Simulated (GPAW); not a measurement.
Runs of GPAW 26.7.0 on Cu. It takes space group I4/mmm (No. 139, tetragonal). The conventional cell has a = 2.886 Å, b = 2.886 Å, c = 2.752 Å, α = 90.00°, β = 90.00°, γ = 90.00°. Cu (site symmetry 4/mmm) has 10 Cu at 2.46 to 2.75 Å as nearest neighbours. This isn't the form of Cu at room conditions, which is fcc.

```tsv
level	potentials or basis	k mesh	cutoff (eV)	maxiter	convergence	grid spacing	gap on the mesh (eV)	pressure (GPa)
PBE	GPAW PAW data sets (gpaw-data 1.2.1), lcao:dzp	13 × 13 × 13	-	150	-	0.18 Å	none	-
LDA	the program's PAW data sets (release 1.2.1) made for this functional, pw	11 × 11 × 11	500	120	default	-	none	(a)
PBE	GPAW PAW data sets (gpaw-data 1.2.1), pw	13 × 13 × 13	600	150	-	-	none	8.9
PBE	GPAW PAW data sets (gpaw-data 1.2.1), fd	13 × 13 × 13	-	150	-	0.16 Å	none	-
```

Alike in all rows: task single point; no spin polarisation; cell as given; smearing fermi-dirac 0.05 eV.

Task: Fill in the values left out.

Result: (a) -7.6.

Caveats: with this Cu data set, volumes or pressures lay over 1.5 % or 2 GPa off other programs in two to four cells of ten (some runs); the basis of atomic orbitals isn't converged, which shifts pressures, moduli and gaps (some runs); the cutoff is short for stress and forces, so pressures can be off by a GPa or more (some runs).

A gap of «none» marks a metal or a gap under the smearing width.
